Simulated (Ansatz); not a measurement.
B, simple cubic: how the functional moves the structure

All rows: Ansatz, plane waves with scalar-relativistic PAW, 420 eV (500 eV for the SCAN forms), relaxed under each functional, no dispersion correction, no zero-point motion. B₀ comes from uniform scaling at fixed shape; a dash is a value not given.

| functional | V (Å³/atom) | cell | B₀ (GPa) | magnetic state | ΔE to alpha-rhombohedral (B12) (meV/atom) |
| --- | --- | --- | --- | --- | --- |
| PBE | 6.69 | a = 1.884 Å | 234 | spin not included | 1095 |
| r²SCAN | 6.69 | a = 1.884 Å | 232 | spin not included | 1209 |
| PBEsol | 6.61 | a = 1.876 Å | 242 | spin not included | 1058 |
| LDA | 6.47 | a = 1.864 Å | 250 | spin not included | 1110 |
| revPBE | 6.77 | a = 1.892 Å | 228 | spin not included | 1084 |
| BLYP | 6.92 | a = 1.906 Å | 208 | spin not included | 1234 |

(1) What does RPBE give?

Results:

(1) V (Å³/atom): 6.79; cell: a = 1.894 Å; B₀ (GPa): 227; magnetic state: spin not included; ΔE to alpha-rhombohedral (B12) (meV/atom): 1083.
